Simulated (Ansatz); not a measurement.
## Al on a Ga site in GaAs, calculated

All numbers are calculated (PBE, no spin polarisation, no spin-orbit coupling; Ansatz, PAW set soft_2, 420 eV, k-mesh 3×3×3), not measured.

The relaxed host crystal (Kohn–Sham gap 0.16 eV on this mesh):

```
Ga As
1.0
     0.00000    2.87299    2.87299
     2.87299    0.00000    2.87299
     2.87299    2.87299    0.00000
Ga As
1 1
Direct
  0.00000 0.00000 0.00000
  0.25000 0.25000 0.25000
```

Supercell of 32 atoms, rows of the matrix [[1,1,-3],[1,1,1],[1,-3,1]] times the cell vectors; Al on a Ga site at (0.000, 0.000, 0.000) in fractions of the cell above. Atoms are relaxed at the host's cell.

Distances from the Al atom (Å), by shell of the perfect crystal:

| shell | perfect crystal | relaxed, charge 0 |
| --- | --- | --- |
| 4 As | 2.49 | 2.48 |

| charge | gap of the cell on the mesh (eV) |
| --- | --- |
| 0 | 0.25 |

Formation energy of the neutral defect: -0.26 eV, taking atoms from and to the elements' standard states (no corrections for gases), so it belongs to those chemical potentials alone.

A negative value doesn't mean that the atoms enter by themselves: with the elements as reservoirs, compounds of them would form first.

Relaxed cell at charge 0:

```
GaAs Al_Ga charge 0
1.0
    -5.7460   -5.7460    5.7460
     5.7460    5.7460    5.7460
    -5.7460    5.7460   -5.7460
Al Ga As
1 15 16
Direct
  0.2500 0.5000 0.2500
  0.5001 0.5000 0.0001
  0.2500 0.7501 0.0001
  0.7500 0.5000 0.7500
  0.4999 0.7499 0.7499
  0.2500 0.0000 0.7500
  0.0001 0.5000 0.5001
  0.7499 0.7499 0.4999
  0.4999 0.9999 0.4999
  0.2500 0.2501 0.5001
  0.0001 0.7501 0.2500
  0.7500 0.0000 0.2500
  0.5001 0.2501 0.2500
  0.9999 0.0001 0.9999
  0.7501 0.2499 0.9999
  0.9999 0.2499 0.7501
  0.0007 0.2507 0.0007
  0.2500 0.2500 0.7500
  0.0000 0.5000 0.7500
  0.5000 0.2501 0.5000
  0.2500 0.5000 0.4993
  0.0001 0.7500 0.5000
  0.7500 0.2500 0.2500
  0.4993 0.5000 0.2500
  0.2500 0.7493 0.2500
  0.0000 0.0000 0.2500
  0.7500 0.5000 0.0000
  0.5000 0.7500 0.0001
  0.2500 0.0000 0.0000
  0.7500 0.7499 0.7500
  0.4999 0.0000 0.7500
  0.7500 0.0000 0.4999
```

Caveats: small supercell, so energies and levels can be off by tenths of an eV; the atoms kept the symmetry of the start, so a distorted state could lie lower.
